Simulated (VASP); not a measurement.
# TaAs (I4_1md) in VASP: single point with PBE

Aim: the single point of TaAs with PBE.

All numbers are computed with VASP 6.6.1; they aren't measurements. Logs are shortened: lines on timing, memory, paths and dates and some standing lists are left out, and cuts for length are marked.

## 1. Starting point

Symmetry: I4_1md, No. 109, tetragonal system. Conventional cell: a = 3.444 Å, b = 3.444 Å, c = 11.736 Å, α = 90.00°, β = 90.00°, γ = 90.00°. Around Ta (site symmetry 2mm) lie 6 As at 2.61 to 2.62 Å. Around As (site symmetry 2mm) lie 6 Ta at 2.61 to 2.62 Å.

The cell is a database's computed one.

## 2. Single point, PBE

Input file INCAR:

```
SYSTEM = TaAs
PREC = Accurate
ENCUT = 520
EDIFF = 1E-6
ISMEAR = 0
SIGMA = 0.1
LREAL = .False.
LASPH = .True.
NELM = 100
ALGO = Normal
ISIF = 2
LWAVE = .False.
LCHARG = .False.
GGA = PE
NBANDS = 24
```

Input file KPOINTS:

```
Automatic mesh
0
Gamma
  8 8 8
  0 0 0
```

Input file POSCAR:

```
TaAs
1.0
   -1.7218130000      1.7218130000      5.8679410000
    1.7218130000     -1.7218130000      5.8679410000
    1.7218130000      1.7218130000     -5.8679410000
Ta As
2 2
Direct
    0.4999670000      0.9999670000      0.5000000000
    0.7499670000      0.7499670000      0.0000000000
    0.0826320000      0.5826320000      0.5000000000
    0.3326320000      0.3326320000      0.0000000000
```

Potentials or basis: VASP PAW PBE potentials, release 64 (Ta_pv, As).

Started as:

```console
cat potpaw_PBE.64/Ta_pv/POTCAR potpaw_PBE.64/As/POTCAR > POTCAR
mpirun -np 1 vasp_std > vasp.out
```

OUTCAR:

```text
SYSTEM = TaAs
   PREC = Accurate
   ENCUT = 520
   EDIFF = 1E-6
   ISMEAR = 0
   LREAL = .False.
   LASPH = .True.
   NELM = 100
   ISIF = 2
   GGA = PE

 ion  position               nearest neighbor table
   1  0.500  1.000  0.500-   4 2.61   4 2.61   3 2.62   3 2.62   3 2.62   3 2.62   2 3.40   2 3.40
                             2 3.40   2 3.40
   2  0.750  0.750  0.000-   3 2.61   3 2.61   4 2.62   4 2.62   4 2.62   4 2.62   1 3.40   1 3.40
                             1 3.40   1 3.40
   3  0.083  0.583  0.500-   2 2.61   2 2.61   1 2.62   1 2.62   1 2.62   1 2.62
   4  0.333  0.333  0.000-   1 2.61   1 2.61   2 2.62   2 2.62   2 2.62   2 2.62

  LATTYP: Found a body centered tetragonal cell.
 ALAT       =     3.4436260000
 C/A-ratio  =     3.4080013335

  Lattice vectors:

 A1 = (  -1.7218130000,   1.7218130000,   5.8679410000)
 A2 = (   1.7218130000,  -1.7218130000,   5.8679410000)
 A3 = (   1.7218130000,   1.7218130000,  -5.8679410000)

Analysis of symmetry for initial positions (statically):
=====================================================================
 Subroutine PRICEL returns:
 Original cell was already a primitive cell.

 Routine SETGRP: Setting up the symmetry group for a
 body centered tetragonal supercell.

 Subroutine GETGRP returns: Found  8 space group operations
 (whereof  4 operations were pure point group operations)
 out of a pool of 16 trial point group operations.

The static configuration has the point symmetry C_2v.
 The point group associated with its full space group is C_4v.

Analysis of symmetry for dynamics (positions and initial velocities):
=====================================================================
 Subroutine PRICEL returns:
 Original cell was already a primitive cell.

 Routine SETGRP: Setting up the symmetry group for a
 body centered tetragonal supercell.

 Subroutine GETGRP returns: Found  8 space group operations
 (whereof  4 operations were pure point group operations)
 out of a pool of 16 trial point group operations.

The dynamic configuration has the point symmetry C_2v.
 The point group associated with its full space group is C_4v.

 Subroutine INISYM returns: Found  8 space group operations
 (whereof  4 operations are pure point group operations),
 and found     1 'primitive' translations

----------------------------------------------------------------------------------------

                                     Primitive cell

  volume of cell :      69.5853

  direct lattice vectors                    reciprocal lattice vectors
    -1.721813000  1.721813000  5.867941000     0.000000000  0.290391581  0.085208764
     1.721813000 -1.721813000  5.867941000     0.290391581  0.000000000  0.085208764
     1.721813000  1.721813000 -5.867941000     0.290391581  0.290391581  0.000000000

  length of vectors
     6.353110387  6.353110387  6.353110387     0.302634770  0.302634770  0.410675713

  position of ions in fractional coordinates (direct lattice)
     0.499967000  0.999967000  0.500000000
     0.749967000  0.749967000  0.000000000
     0.082632000  0.582632000  0.500000000
     0.332632000  0.332632000  0.000000000

  ion indices of the primitive-cell ions
   primitive index   ion index
                 1           1
                 2           2
                 3           3
                 4           4

----------------------------------------------------------------------------------------

 KPOINTS: Automatic mesh

Automatic generation of k-mesh.
 Grid dimensions read from file:
 generate k-points for:    8    8    8

 Generating k-lattice:

  Cartesian coordinates                     Fractional coordinates (reciprocal lattice)
     0.000000000  0.036298948  0.010651096     0.125000000 -0.000000000  0.000000000
     0.036298948  0.000000000  0.010651096    -0.000000000  0.125000000  0.000000000
     0.036298948  0.036298948  0.000000000     0.000000000  0.000000000  0.125000000

  Length of vectors
     0.037829346  0.037829346  0.051334464

  Shift w.r.t. Gamma in fractional coordinates (k-lattice)
     0.000000000  0.000000000  0.000000000

 Subroutine IBZKPT returns following result:
 ===========================================

 Found     59 irreducible k-points:

 Following reciprocal coordinates:
            Coordinates               Weight
  0.000000  0.000000  0.000000      1.000000
  0.125000 -0.000000  0.000000      8.000000
  0.250000 -0.000000  0.000000      8.000000
  0.375000  0.000000  0.000000      8.000000
  0.500000 -0.000000  0.000000      4.000000
  0.125000  0.125000  0.000000      8.000000
[... 16 lines left out ...]
  0.250000  0.125000  0.125000     16.000000
  0.375000  0.125000  0.125000      8.000000
 [... further k-points ...]
   k-points           NKPTS =     59   k-points in BZ     NKDIM =     59   number of bands    NBANDS=     24
   number of dos      NEDOS =    301   number of ions     NIONS =      4
   total plane-waves  NPLWV = 110592
   dimension x,y,z NGX =    48 NGY =   48 NGZ =   48
   dimension x,y,z NGXF=    96 NGYF=   96 NGZF=   96
   ions per type =               2   2
   NGX,Y,Z   is equivalent  to a cutoff of  12.56, 12.56, 12.56 a.u.
   NGXF,Y,Z  is equivalent  to a cutoff of  25.12, 25.12, 25.12 a.u.
 SYSTEM =  TaAs
   PREC   = accura    normal or accurate (medium, high low for compatibility)
   ISTART =      0    job   : 0-new  1-cont  2-samecut
   ICHARG =      2    charge: 1-file 2-atom 10-const
   ISPIN  =      1    spin polarized calculation?
   LNONCOLLINEAR =      F non collinear calculations
   LSORBIT =      F    spin-orbit coupling
   LASPH  =      T    aspherical Exc in radial PAW
   ENCUT  =  520.0 eV  38.22 Ry    6.18 a.u.  11.81 11.81 11.81*2*pi/ulx,y,z
   NELM   =    100;   NELMIN=  2; NELMDL= -5     # of ELM steps
   EDIFF  = 0.1E-05   stopping-criterion for ELM
   LREAL  =      F    real-space projection
   EDIFFG = 0.1E-04   stopping-criterion for IOM
   NSW    =      0    number of steps for IOM
   IBRION =     -1    ionic relax: 0-MD 1-quasi-New 2-CG
   NFREE  =      0    steps in history (QN), initial steepest desc. (CG)
   ISIF   =      2    stress and relaxation
   ISYM   =      2    0-nonsym 1-usesym 2-fastsym
   POTIM  = 0.5000    time-step for ionic-motion
   TEBEG  =    0.0;   TEEND  =   0.0 temperature during run
   PSTRESS=    0.0 pullay stress
   NELECT =      32.0000    total number of electrons
   NUPDOWN=      -1.0000    fix difference up-down
   EMIN   =  10.00;   EMAX   =-10.00  energy-range for DOS
   EFERMI =   0.00;   METHOD = LEGACY
   ISMEAR =     0;   SIGMA  =   0.10  broadening in eV -4-tet -1-fermi 0-gaus
   EFERMI_NEDOS =   21; number of points for ismear=-14 and -15
   IALGO  =     38    algorithm
   IMIX   =      4    mixing-type and parameters
     AMIX     =   0.40;   BMIX     =  1.00
     AMIX_MAG =   1.60;   BMIX_MAG =  1.00
  volume/ion in A,a.u.               =      17.40       117.40
  Fermi-wavevector in a.u.,A,eV,Ry     =   1.263627  2.387909 21.725149  1.596753
  Thomas-Fermi vector in A             =   2.396974
   LORBIT       =      0    0 simple, 1 ext, 2 COOP (PROOUT), +10 PAW based schemes
   GGA     = PE    functional components
   LHFCALC =     F    Hartree Fock is set to
   AEXX    =    0.0000 exact exchange contribution
   IVDW    =     0    specifies the selected vdW correction
   LEPSILON=     F    determine dielectric tensor
   LRPA    =     F    only Hartree local field effects (RPA)
 non-spin polarized calculation
 Gauss-broadening in eV      SIGMA  =   0.10
  energy-cutoff  :      520.00
  volume of cell :       69.59
 maximum number of plane-waves:      1890
   NGX = 23   NGY = 23   NGZ = 23

 number of electron      32.0000002 magnetization

 Free energy of the ion-electron system (eV)
  ---------------------------------------------------
  ext. energy  EPLUGINS =         0.00000000
  ---------------------------------------------------
  free energy    TOTEN  =       -35.09589299 eV

  energy without entropy =      -35.09098106  energy(sigma->0) =      -35.09343703

 E-fermi :   6.9944     XC(G=0): -11.9087

 val. band max:        6.9854515784   @ k =  -0.2500   0.2500   0.2500
 cond. band min:       7.0262665847   @ k =  -0.1250   0.5000   0.1250
 fundamental gap:      0.0408150064
 Fermi energy:         6.9944176074

 k-point     1 :       0.0000    0.0000    0.0000
  band No.  band energies     occupation
      1     -28.0077      2.00000
      2     -27.9664      2.00000
      3     -27.9664      2.00000
      4     -27.8198      2.00000
      5     -27.8198      2.00000
      6     -27.7714      2.00000
[... 16 lines left out ...]
     23      11.0732      0.00000
     24      11.0732      0.00000

 k-point     2 :       0.1250   -0.0000    0.0000
  band No.  band energies     occupation
      1     -28.0060      2.00000
      2     -27.9832      2.00000
      3     -27.9642      2.00000
      4     -27.8425      2.00000
      5     -27.8172      2.00000
      6     -27.7739      2.00000
[... 16 lines left out ...]
     23      10.9100      0.00000
     24      11.7581      0.00000

 k-point     3 :       0.2500   -0.0000    0.0000
  band No.  band energies     occupation
      1     -28.0547      2.00000
      2     -27.9705      2.00000
      3     -27.9590      2.00000
      4     -27.8927      2.00000
      5     -27.8108      2.00000
      6     -27.7841      2.00000
[... 16 lines left out ...]
     23      11.4827      0.00000
     24      12.9759      0.00000
[... 514 lines left out ...]
 k-point    23 :       0.2500    0.1250    0.1250
  band No.  band energies     occupation
      1     -28.0996      2.00000
      2     -28.0364      2.00000
      3     -27.9473      2.00000
      4     -27.9070      2.00000
      5     -27.8697      2.00000
      6     -27.8003      2.00000
[... 16 lines left out ...]
     23      11.6072      0.00000
     24      12.5167      0.00000

 k-point    24 :       0.3750    0.1250    0.1250
  band No.  band energies     occupation
      1     -28.1227      2.00000
      2     -28.0335      2.00000
      3     -27.9637      2.00000
      4     -27.8983      2.00000
      5     -27.8646      2.00000
      6     -27.8094      2.00000
[... 16 lines left out ...]
     23      11.6286      0.00000
     24      12.1185      0.00000

 [... further k-points ...]

------------------------ aborting loop because EDIFF is reached ----------------------------------------

  FORCE on cell =-STRESS in cart. coord.  units (eV):
  Direction    XX          YY          ZZ          XY          YZ          ZX
  --------------------------------------------------------------------------------------
  -------------------------------------------------------------------------------------
  Total        1.2608038      1.2608038      0.9276041      0.0000000      0.0000000      0.0000000
  in kB       29.0295571     29.0295571     21.3577535      0.0000000      0.0000000      0.0000000
  external PRESSURE =      26.4722892 kB  Pullay stress =       0.0000000 kB

 VOLUME and BASIS-vectors are now :
 -----------------------------------------------------------------------------
  energy-cutoff  :      520.00
  volume of cell :       69.59
      direct lattice vectors                 reciprocal lattice vectors
    -1.721813000  1.721813000  5.867941000     0.000000000  0.290391581  0.085208764
     1.721813000 -1.721813000  5.867941000     0.290391581  0.000000000  0.085208764
     1.721813000  1.721813000 -5.867941000     0.290391581  0.290391581  0.000000000

 POSITION                                       TOTAL-FORCE (eV/Angst)
 -----------------------------------------------------------------------------------
      1.72181      0.00000      5.86755        -0.000000      0.000000      0.028260
      0.00000      0.00000      8.80152         0.000000     -0.000000      0.028260
      1.72181      0.00000      0.96976        -0.000000      0.000000     -0.028260
      0.00000      0.00000      3.90373         0.000000     -0.000000     -0.028260
 -----------------------------------------------------------------------------------
    total drift:                                0.000000      0.000000      0.000234

  FREE ENERGIE OF THE ION-ELECTRON SYSTEM (eV)
  ---------------------------------------------------
  free  energy   TOTEN  =       -35.0958929945 eV

  energy  without entropy=      -35.0909810613  energy(sigma->0) =      -35.09343703
```

Run time: 1.9 min. Hardware: 1 thread of Intel Xeon 6975P-C (Granite Rapids), shared host; peak memory 0.37 GiB.

Results:

```
Free energy            : -35.0959 eV
Pressure               : 2.6 GPa
Largest force          : 0.028 eV/Å
Band gap on the k mesh : none (metal or under the smearing width)
```

Forces on the atoms (eV/Å):
```
Ta   0.000  0.000  0.028
Ta   0.000  0.000  0.028
As   0.000  0.000 -0.028
As   0.000  0.000 -0.028
```

The run has no spin-orbit coupling, so splittings on Ta are missing.
